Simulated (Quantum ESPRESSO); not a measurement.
## GaAs (F-43m): modes at Γ and the response to a field

Aim: the zone-centre modes of GaAs (F-43m).

Program: Quantum ESPRESSO 7.5. Level of theory: DFT LDA, scalar-relativistic, plane waves, PseudoDojo norm-conserving pseudopotentials. Results are calculated unless marked as measured.

## 1. The starting structure

It takes space group F-43m (No. 216, cubic). Conventional cell: a = 5.654 Å, b = 5.654 Å, c = 5.654 Å, α = 90.00°, β = 90.00°, γ = 90.00°. Nearest to Ga lie 4 As at 2.45 Å. As has 4 Ga at 2.45 Å nearest. Farther neighbours are not listed.

## 2. A probe with smearing

A cheap run with smearing and empty bands tells whether the crystal has a gap, which decides between fixed occupations and smearing later on.

probe.in reads:

```
&control
   calculation = 'scf'
   prefix = 'x'
   outdir = './tmp'
   pseudo_dir = './pseudo'
   tprnfor = .true.
   tstress = .true.
   verbosity = 'high'
/
&system
   ibrav = 0
   nat = 2
   ntyp = 2
   ecutwfc = 80.0
   occupations = 'smearing'
   smearing = 'gaussian'
   degauss = 0.01
/
&electrons
   conv_thr = 1.0d-07
   mixing_beta = 0.7
   electron_maxstep = 100
/
ATOMIC_SPECIES
 Ga     69.7230  Ga.upf
 As     74.9216  As.upf
CELL_PARAMETERS angstrom
     0.000000000    2.826850000    2.826850000
     2.826850000    0.000000000    2.826850000
     2.826850000    2.826850000    0.000000000
ATOMIC_POSITIONS crystal
 Ga     0.000000000   0.000000000   0.000000000
 As     0.250000000   0.250000000   0.250000000
K_POINTS automatic
 6 6 6 0 0 0
```

Run with:

```sh
OMP_NUM_THREADS=1 mpirun -n 4 pw.x -nk 4 -in probe.in > probe.out
```

Log:

```text
[banners, grids, parts of the stress and lines that vanish by symmetry left out]
Program PWSCF v.7.5
     Message from routine setup:
     using ibrav=0 with symmetry is DISCOURAGED, use correct ibrav instead
[...]
kinetic-energy cutoff     =      80.0000  Ry
     charge density cutoff     =     320.0000  Ry
     scf convergence threshold =      1.0E-07
[...]
Exchange-correlation= SLA  PW   NOGX NOGC
                           (   1   4   0   0   0   0   0)
[...]
24 Sym. Ops. (no inversion) found
[...]
(     0          1          0      )
                  (     0          0          1      )
[...]
( -0.0000000  1.0000000  0.0000000 )
                  ( -0.0000000  0.0000000  1.0000000 )
[...]
(     1          0         -1      )
                  (     0          0         -1      )
[...]
(  0.0000000  1.0000000 -0.0000000 )
[...]
(     1         -1          0      )
                  (     0         -1          0      )
[...]
(  0.0000000 -0.0000000  1.0000000 )
                  (  0.0000000 -1.0000000  0.0000000 )
[...]
number of k points=    16  Gaussian smearing, width (Ry)=  0.0100
[...]
End of self-consistent calculation
[...]
the Fermi energy is     8.6595 ev
!    total energy              =    -364.72231475 Ry
[...]
convergence has been achieved in   6 iterations
[...]
atom    1 type  1   force =    -0.00000000   -0.00000000    0.00000000
     atom    2 type  2   force =     0.00000000   -0.00000000   -0.00000000
[...]
Total force =     0.000000     Total SCF correction =     0.000000
[...]
total   stress  (Ry/bohr**3)                   (kbar)     P=      -21.10
[...]
XML data file, charge density, pseudopotentials, collected wavefunctions

   JOB DONE.
```

Elapsed: 2.8 s, on 4 MPI ranks of Intel Xeon 6975P-C (Granite Rapids), shared host; 10 s of CPU time.

Numbers from this step:

| Property | Result |
| --- | --- |
| volume per atom | 22.59 Å³ |
| pressure | -2.110 GPa |
| gap on the k-mesh | 0.2761 eV |

A gap of 0.28 eV on this mesh is too small to trust, so smearing is kept; the start stands at -2.1 GPa.

## 3. Relaxation

The relaxation runs at a cutoff a fifth above that of the response, since stress converges more slowly with the basis than frequencies do. Forces and stress are brought to rest with tight thresholds.

relax.in reads:

```
&control
   calculation = 'vc-relax'
   prefix = 'x'
   outdir = './tmp'
   pseudo_dir = './pseudo'
   tprnfor = .true.
   tstress = .true.
   forc_conv_thr = 2.0d-05
   etot_conv_thr = 1.0d-07
   nstep = 40
/
&system
   ibrav = 0
   nat = 2
   ntyp = 2
   ecutwfc = 96
   occupations = 'smearing'
   smearing = 'gaussian'
   degauss = 0.002
/
&electrons
   conv_thr = 1.0d-11
   mixing_beta = 0.7
   electron_maxstep = 100
/
&ions
/
&cell
   press_conv_thr = 0.2
/
ATOMIC_SPECIES
 Ga     69.7230  Ga.upf
 As     74.9216  As.upf
CELL_PARAMETERS angstrom
     0.000000000    2.826850000    2.826850000
     2.826850000    0.000000000    2.826850000
     2.826850000    2.826850000    0.000000000
ATOMIC_POSITIONS crystal
 Ga     0.000000000   0.000000000   0.000000000
 As     0.250000000   0.250000000   0.250000000
K_POINTS automatic
 10 10 10 0 0 0
```

Run with:

```sh
OMP_NUM_THREADS=1 mpirun -n 4 pw.x -nk 4 -in relax.in > relax.out
```

Log:

```text
[banners, grids, parts of the stress and lines that vanish by symmetry left out]
[banner, memory and clock lines left out]
Program PWSCF v.7.5

[...]
kinetic-energy cutoff     =      96.0000  Ry
     charge density cutoff     =     384.0000  Ry
     scf convergence threshold =      1.0E-11
[...]
energy convergence thresh.=      1.0E-07
     force convergence thresh. =      2.0E-05
     press convergence thresh. =      2.0E-01
     Exchange-correlation= SLA  PW   NOGX NOGC
                           (   1   4   0   0   0   0   0)
[...]
24 Sym. Ops. (no inversion) found
[...]
number of k points=    47  Gaussian smearing, width (Ry)=  0.0020
[...]
End of self-consistent calculation
[...]
the Fermi energy is     8.6222 ev
!    total energy              =    -364.72441489 Ry
[...]
convergence has been achieved in   9 iterations
[...]
atom    1 type  1   force =    -0.00000000   -0.00000000   -0.00000000
     atom    2 type  2   force =     0.00000000    0.00000000    0.00000000
     Total force =     0.000000     Total SCF correction =     0.000000
[...]
total   stress  (Ry/bohr**3)                   (kbar)     P=      -19.61
[...]
number of bfgs steps    =   0
[...]
CELL_PARAMETERS (angstrom)
[...]
ATOMIC_POSITIONS (crystal)
Ga              -0.0000000000       -0.0000000000        0.0000000000
As               0.2500000000        0.2500000000        0.2500000000
[...]
New effective cutoffs (rho, wfc):  385.78   96.64
[...]
End of self-consistent calculation
[...]
the Fermi energy is     8.7793 ev
!    total energy              =    -364.72475129 Ry
[...]
convergence has been achieved in   6 iterations
[...]
atom    1 type  1   force =    -0.00000000   -0.00000000    0.00000000
     atom    2 type  2   force =     0.00000000   -0.00000000   -0.00000000
     Total force =     0.000000     Total SCF correction =     0.000000
[...]
total   stress  (Ry/bohr**3)                   (kbar)     P=      -12.92
[...]
number of bfgs steps    =   1
[...]
CELL_PARAMETERS (angstrom)
[...]
ATOMIC_POSITIONS (crystal)
Ga              -0.0000000000       -0.0000000000       -0.0000000000
As               0.2500000000        0.2500000000        0.2500000000
[...]
New effective cutoffs (rho, wfc):  389.67   97.62
[...]
End of self-consistent calculation
[...]
the Fermi energy is     9.0869 ev
!    total energy              =    -364.72498579 Ry
[...]
convergence has been achieved in   8 iterations
[...]
atom    1 type  1   force =    -0.00000000    0.00000000   -0.00000000
     atom    2 type  2   force =     0.00000000   -0.00000000   -0.00000000
     Total force =     0.000000     Total SCF correction =     0.000000
[...]
total   stress  (Ry/bohr**3)                   (kbar)     P=       -2.21
[...]
number of bfgs steps    =   2
[...]
CELL_PARAMETERS (angstrom)
[...]
ATOMIC_POSITIONS (crystal)
[...]
New effective cutoffs (rho, wfc):  390.47   97.82
[...]
End of self-consistent calculation
[...]
the Fermi energy is     9.1501 ev
!    total energy              =    -364.72499244 Ry
[...]
convergence has been achieved in   7 iterations
[...]
atom    1 type  1   force =     0.00000000    0.00000000   -0.00000000
     atom    2 type  2   force =    -0.00000000   -0.00000000   -0.00000000
     Total force =     0.000000     Total SCF correction =     0.000000
[...]
total   stress  (Ry/bohr**3)                   (kbar)     P=        0.07
[...]
number of bfgs steps    =   3
[...]
CELL_PARAMETERS (angstrom)
[...]
ATOMIC_POSITIONS (crystal)
[...]
New effective cutoffs (rho, wfc):  390.45   97.81
[...]
End of self-consistent calculation
[...]
the Fermi energy is     9.1481 ev
!    total energy              =    -364.72499245 Ry
[...]
convergence has been achieved in   6 iterations
[...]
atom    1 type  1   force =     0.00000000    0.00000000    0.00000000
     atom    2 type  2   force =     0.00000000    0.00000000    0.00000000
     Total force =     0.000000     Total SCF correction =     0.000000
[...]
total   stress  (Ry/bohr**3)                   (kbar)     P=       -0.00
[...]
bfgs converged in   5 scf cycles and   4 bfgs steps
[...]
End of BFGS Geometry Optimization
     Final enthalpy           =    -364.7249924493 Ry
     File ./tmp/x.bfgs deleted, as requested
[...]
CELL_PARAMETERS (angstrom)
[...]
ATOMIC_POSITIONS (crystal)
Ga               0.0000000000       -0.0000000000        0.0000000000
As               0.2500000000        0.2500000000        0.2500000000
[...]
Final scf calculation at the relaxed structure.
[...]
kinetic-energy cutoff     =      96.0000  Ry
     charge density cutoff     =     384.0000  Ry
     scf convergence threshold =      1.0E-13
[...]
press convergence thresh. =      2.0E-01
     Exchange-correlation= SLA  PW   NOGX NOGC
                           (   1   4   0   0   0   0   0)
[...]
24 Sym. Ops. (no inversion) found
[...]
number of k points=    47  Gaussian smearing, width (Ry)=  0.0020
[...]
End of self-consistent calculation
[...]
the Fermi energy is     9.1481 ev
!    total energy              =    -364.72498639 Ry
[...]
convergence has been achieved in  11 iterations
[...]
atom    1 type  1   force =     0.00000000    0.00000000   -0.00000000
     atom    2 type  2   force =     0.00000000    0.00000000    0.00000000
     Total force =     0.000000     Total SCF correction =     0.000000
[...]
total   stress  (Ry/bohr**3)                   (kbar)     P=       -0.03
[...]
XML data file, charge density, pseudopotentials, collected wavefunctions
```

The job ended after 46 s (4 MPI ranks).

Relaxation path:

| step | energy less that of the first step (eV) | largest force (eV/Å) | pressure (GPa) | volume (Å³) |
| --- | --- | --- | --- | --- |
| 1 | 0.0000 | 0.0000 | -1.96 | 45.18 |
| 2 | -0.0046 | 0.0000 | -1.29 | 44.73 |
| 3 | -0.0078 | 0.0000 | -0.22 | 44.06 |
| 4 | -0.0079 | 0.0000 | 0.01 | 43.92 |
| 5 | -0.0079 | 0.0000 | 0.00 | 43.93 |
| 6 | -0.0078 | 0.0000 | 0.00 | 43.93 |

| conventional cell, symmetrised | before | after | change |
| --- | --- | --- | --- |
| a (Å) | 5.654 | 5.601 | -0.9 % |
| b (Å) | 5.654 | 5.601 | -0.9 % |
| c (Å) | 5.654 | 5.601 | -0.9 % |
| volume (Å³/atom) | 22.59 | 21.96 | -2.8 % |

Final coordinates:

```cif
data_structure
_symmetry_space_group_name_H-M 'P 1'
_symmetry_Int_Tables_number 1
_cell_length_a 3.9605
_cell_length_b 3.9605
_cell_length_c 3.9605
_cell_angle_alpha 60.000
_cell_angle_beta 60.000
_cell_angle_gamma 60.000
_cell_volume 43.93
loop_
_atom_site_label
_atom_site_type_symbol
_atom_site_fract_x
_atom_site_fract_y
_atom_site_fract_z
_atom_site_occupancy
Ga1 Ga 0.00000 0.00000 0.00000 1
As2 As 0.25000 0.25000 0.25000 1
```

The last row of the table of steps is pw.x's closing run on a basis chosen anew for the final cell, so its energy can jump.

Read from the output:

```yaml
volume_per_atom: 21.96 Å³
pressure: -0.003000 GPa
gap_on_the_k_mesh: 0.4919 eV
```

The volume changes by -2.8 % from the cell with which this run began.

## 4. Ground state

The response is built on this ground state, so it is converged far tighter than an energy would need. Smearing stays on, as the first look found no gap above 0.3 eV.

scf.in reads:

```
&control
   calculation = 'scf'
   prefix = 'x'
   outdir = './tmp'
   pseudo_dir = './pseudo'
   tprnfor = .true.
   tstress = .true.
/
&system
   ibrav = 0
   nat = 2
   ntyp = 2
   ecutwfc = 80.0
   occupations = 'smearing'
   smearing = 'gaussian'
   degauss = 0.002
/
&electrons
   conv_thr = 1.0d-12
   mixing_beta = 0.7
   electron_maxstep = 100
/
ATOMIC_SPECIES
 Ga     69.7230  Ga.upf
 As     74.9216  As.upf
CELL_PARAMETERS angstrom
     0.000000000    2.800519974    2.800519974
     2.800519974    0.000000000    2.800519974
     2.800519974    2.800519974    0.000000000
ATOMIC_POSITIONS crystal
 Ga     0.000000000   0.000000000   0.000000000
 As     0.250000000   0.250000000   0.250000000
K_POINTS automatic
 10 10 10 0 0 0
```

Run with:

```sh
OMP_NUM_THREADS=1 mpirun -n 4 pw.x -nk 4 -in scf.in > scf.out
```

Log:

```text
[banners, grids, parts of the stress and lines that vanish by symmetry left out]
[banner, memory and clock lines left out]
Program PWSCF v.7.5

[...]
kinetic-energy cutoff     =      80.0000  Ry
     charge density cutoff     =     320.0000  Ry
     scf convergence threshold =      1.0E-12
[...]
Exchange-correlation= SLA  PW   NOGX NOGC
                           (   1   4   0   0   0   0   0)
[...]
24 Sym. Ops. (no inversion) found
[...]
number of k points=    47  Gaussian smearing, width (Ry)=  0.0020
[...]
End of self-consistent calculation
[...]
the Fermi energy is     9.1481 ev
!    total energy              =    -364.72483541 Ry
[...]
convergence has been achieved in  10 iterations
[...]
atom    1 type  1   force =     0.00000000    0.00000000   -0.00000000
     atom    2 type  2   force =    -0.00000000   -0.00000000    0.00000000
     Total force =     0.000000     Total SCF correction =     0.000000
[...]
total   stress  (Ry/bohr**3)                   (kbar)     P=       -1.46
[...]
XML data file, charge density, pseudopotentials, collected wavefunctions
```

It took 8.8 s on 4 MPI ranks.

Read from the output:

| Property | Result |
| --- | --- |
| pressure | -0.146 GPa |
| gap on the k-mesh | 0.4918 eV |

The cell stands at -0.15 GPa, close enough for phonons.

## 5. Self-consistent run for the response

The smeared run left no partial occupations, so the cell has a gap; with fixed occupations the field response becomes possible.

scf.in, as its differences from that of step 4:

```diff
@@ -13,5 +13,4 @@
    ecutwfc = 80.0
-   occupations = 'smearing'
-   smearing = 'gaussian'
-   degauss = 0.002
+   occupations = 'fixed'
+   nbnd = 16
 /
```

Log:

```text
[banners, grids, parts of the stress and lines that vanish by symmetry left out]
[banner, memory and clock lines left out]
Program PWSCF v.7.5

[...]
kinetic-energy cutoff     =      80.0000  Ry
     charge density cutoff     =     320.0000  Ry
     scf convergence threshold =      1.0E-12
[...]
Exchange-correlation= SLA  PW   NOGX NOGC
                           (   1   4   0   0   0   0   0)
[...]
24 Sym. Ops. (no inversion) found
[...]
number of k points=    47
[...]
End of self-consistent calculation
[...]
highest occupied, lowest unoccupied level (ev):     8.8869    9.3787
!    total energy              =    -364.72483541 Ry
[...]
convergence has been achieved in  10 iterations
[...]
atom    1 type  1   force =     0.00000000   -0.00000000   -0.00000000
     atom    2 type  2   force =    -0.00000000    0.00000000   -0.00000000
     Total force =     0.000000     Total SCF correction =     0.000000
[...]
total   stress  (Ry/bohr**3)                   (kbar)     P=       -1.46
[...]
XML data file, charge density, pseudopotentials, collected wavefunctions
```

Elapsed: 8.2 s, on 4 MPI ranks.

[end of part 1 of 2]

[Host names and launcher messages were left out of these logs when they were recorded.]

[Logs are printed without paths, hosts, clocks, repeated set-up lines and the standing remarks that a program may print on its own settings, such as how far it seeks lower states.]

[Hosts, paths, dates, database ids (printed as entryN), source tags and the programs' standing remarks are cut or masked in the printed files.]
